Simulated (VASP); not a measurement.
CaO:

```xyz
2
Lattice="0.0000 2.4036 2.4036 2.4036 0.0000 2.4036 2.4036 2.4036 0.0000" Properties=species:S:1:pos:R:3 pbc="T T T"
Ca    0.0000    0.0000    0.0000
O     2.4036    2.4036    2.4036
```

The cell is a database's computed one.

Base run:

```yaml
Program: VASP 6.6.1
Functional: PBE
Potentials_or_basis: VASP PAW PBE potentials, release 54 (Ca_sv, O)
Cutoff: 520 eV
k_mesh: 10 × 10 × 10
Occupations: gaussian, width 0.05 eV
Spin: no spin polarisation
```

Its results: band gap on the k mesh 3.64 eV, indirect (least direct gap 4.01 eV); pressure 2.2 GPa.

Problem. The run is repeated on the same cell with these changes: functional from PBE to PBEsol; potentials or basis from VASP PAW PBE potentials, release 54 (Ca_sv, O) to VASP PAW PBE potentials, release 64 (Ca_sv, O). What comes out?

Solution. Band gap on the k mesh 3.54 eV, indirect (least direct gap 3.91 eV); pressure -2.2 GPa.

Caveats: the PAW data sets were made with another functional, which shifts forces and pressure a little (some runs).

A k mesh can miss the band edges.

Not every run made on this cell is shown here.
